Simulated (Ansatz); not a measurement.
The system is InPd.

```
In Pd
1.0
     3.27188    0.00000    0.00000
     0.00000    3.27188    0.00000
     0.00000    0.00000    3.27188
In Pd
1 1
Direct
  0.00000 0.00000 0.00000
  0.50000 0.50000 0.50000
```

The cell comes from a database or a generator and needn't be the stable form of this composition.

```yaml
Program: Ansatz 0.2.0
Task: relaxation of cell and atoms
Functional: LDA
Potentials_or_basis: Ansatz PAW
Cutoff: "420 eV (not typed: the program's choice for these potentials)"
k_mesh: 8 × 8 × 8
Occupations: fermi-dirac, width 0.05 eV
Spin: no spin polarisation
```

At the start: volume 17.51 Å³/atom.

Task: Where does the relaxation end?

Result: It ends after 5 steps and the volume is 16.60 Å³/atom (-5.2 %); space group Pm-3m (No. 221, to 0.05 Å).

The path:
```csv
step,energy change (eV),largest force (eV/Å),volume (Å³)
1,0.0000,0.0000,35.03
2,-0.0414,0.0000,33.52
3,-0.0429,0.0000,33.17
4,-0.0429,0.0000,33.20
5,-0.0424,0.0000,33.20
```

Final structure:
```
In Pd
1.0
     3.21411    0.00000    0.00000
     0.00000    3.21411    0.00000
     0.00000    0.00000    3.21411
In Pd
1 1
Direct
  0.00000 0.00000 0.00000
  0.50000 0.50000 0.50000
```

Caveat: the plane-wave basis is chosen anew once the cell has moved, so the energies of steps on either side of that aren't comparable; the PAW data sets come from PBE, with cores solved anew for the run's functional, which leaves a small shift of forces and pressure.
